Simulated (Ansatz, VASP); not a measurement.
**Two plane-wave programs on LiTa2O5**

```xyz
8
Lattice="5.7738 0.0000 0.0000 -2.8869 5.0003 0.0000 0.0000 0.0000 3.9019" Properties=species:S:1:pos:R:3 pbc="T T T"
Li    0.0000    0.0000    0.0000
Ta    0.0000    3.3335    1.9509
Ta    2.8869    1.6668    1.9509
O     0.0000    3.3335    0.0000
O    -0.9217    1.5964    1.9509
O     1.9652    3.4039    1.9509
O     1.8434    0.0000    1.9509
O     2.8869    1.6668    0.0000
```

Alike in both runs: task relaxation of cell and atoms; functional PBE; k mesh 6 × 6 × 10; occupations gaussian, width 0.1 eV; no spin polarisation.

|  | VASP | Ansatz |
| --- | --- | --- |
| version | VASP 6.6.1 | Ansatz 0.2.0 |
| potentials or method | VASP PAW PBE potentials, release 64 (Li_sv, Ta_pv, O) | scalar-relativistic, plane waves, PAW |
| plane-wave cutoff (eV) | 600 | 420 |
| valence electrons in the cell | 55 | 59 |

Ansatz gave:

```
gap on the k mesh at the Fermi level, each at its own relaxed structure (eV) : none
relaxed volume (Å³/atom)                                                     : 14.00
relaxed cell length with the largest relative difference (Å)                 : 5.757
```

Task: Which values does VASP return?

Result: gap on the k mesh at the Fermi level, each at its own relaxed structure (eV): none; relaxed volume (Å³/atom): 13.97; relaxed cell length with the largest relative difference (Å): 5.749.

A gap of «none» marks a metal or a gap that the smearing closes. The two sets of potentials don't hold the same shells in valence.

Caveats: the cutoff is under 1.25 times the usual one of these potentials, so pressure, stress and relaxed cells hold a basis-set (Pulay) error (VASP); an odd number of electrons without spin polarisation forces a metal; a magnetic or distorted state may lie lower. The runs have no spin-orbit coupling, so splittings on Ta are missing.
